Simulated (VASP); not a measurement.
Set up this calculation in VASP 6.6.1, as the native input.

```
Task                   : band structure
Functional             : PBE
Potentials or basis    : VASP PAW PBE potentials, release 64 (Ag)
Cutoff                 : 520 eV
k mesh                 : 16 × 16 × 16
Occupations            : methfessel-paxton, width 0.1 eV
Spin                   : no spin polarisation
Further INCAR settings : ALGO = Normal; EDIFF = 1e-06
```

The structure of Ag lies in POSCAR:

```
Ag                                      
1.0
    0.0000000000      2.0257627213      2.0257627213
    2.0257627213      0.0000000000      2.0257627213
    2.0257627213      2.0257627213      0.0000000000
  Ag            
     1
Direct
     0.0000000000000000    0.0000000000000000    0.0000000000000000
```

One way to write it, as run:

INCAR

```
PREC = Accurate ; ENCUT = 520
EDIFF = 1E-6 ; ISMEAR = 1
SIGMA = 0.1 ; LREAL = False
LASPH = True ; NELM = 80
ALGO = Normal ; ISIF = 2
LWAVE = False ; LCHARG = False
LMAXMIX = 4 ; GGA = PE
KPAR = 4
```

KPOINTS

```
Automatic mesh
0
Gamma
  16 16 16
```

KPOINTS_OPT

```
explicit points
202
Reciprocal
 0.0000000000  0.0000000000  0.0000000000 1
 0.0555555556  0.0000000000  0.0555555556 1
 0.1111111111  0.0000000000  0.1111111111 1
 0.1666666667  0.0000000000  0.1666666667 1
 0.2222222222  0.0000000000  0.2222222222 1
 0.2777777778  0.0000000000  0.2777777778 1
[... 194 lines left out ...]
 0.4919538400  0.0080461600  0.5000000000 1
 0.5080461600 -0.0080461600  0.5000000000 1
```

Potentials or basis: VASP PAW PBE potentials, release 64 (Ag).

Run with:

```sh
$ cat potpaw_PBE.64/Ag/POTCAR > POTCAR
$ mpirun -np 4 vasp_std > vasp.out
```

It gave:

```yaml
Pressure: 7.7 GPa
Band_gap_along_the_path: none (metal or under the smearing width)
```

It took 7.1 s on 4 MPI ranks on Intel(R) Xeon(R) Platinum 8259CL CPU @ 2.50GHz (Skylake/Cascade Lake), with other jobs on the host, peak memory 0.15 GiB a rank.
